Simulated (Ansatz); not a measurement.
FeNi3 (Awaruite):

```
Ni Fe
1.0
     3.54500    0.00000    0.00000
     0.00000    3.54500    0.00000
     0.00000    0.00000    3.54500
Ni Fe
3 1
Direct
  0.50000 0.50000 0.00000
  0.50000 0.00000 0.50000
  0.00000 0.50000 0.50000
  0.00000 0.00000 0.00000
```

Base run:

| Item | Value |
| --- | --- |
| Program | Ansatz 0.2.0 |
| Functional | PBEsol |
| Potentials or basis | all-electron LAPW, scalar-relativistic |
| Cutoff | 282 eV |
| Density cutoff | 1129 eV |
| Basis error allowed | 0.002 eV/atom |
| k mesh | 8 × 8 × 8 |
| Occupations | fermi-dirac, width 0.05 eV |
| Spin | collinear spin, ferromagnetic start |
| Starting moments | [1.0, 1.0, 1.0, 3.0] μB |

Its results: pressure -9.4 GPa; net moment 4.88 μB per cell; site moments Ni +0.68; Fe +2.95 μB.

**Question.** The run is repeated on the same cell with these changes: functional from PBEsol to LDA. What comes out?

**Answer.** Pressure -17.2 GPa; net moment 4.69 μB per cell; site moments Ni +0.63; Fe +2.87 μB.

LDA binds more tightly than PBEsol, so the same cell stands under less pressure.

Not every run made on this cell is shown here.
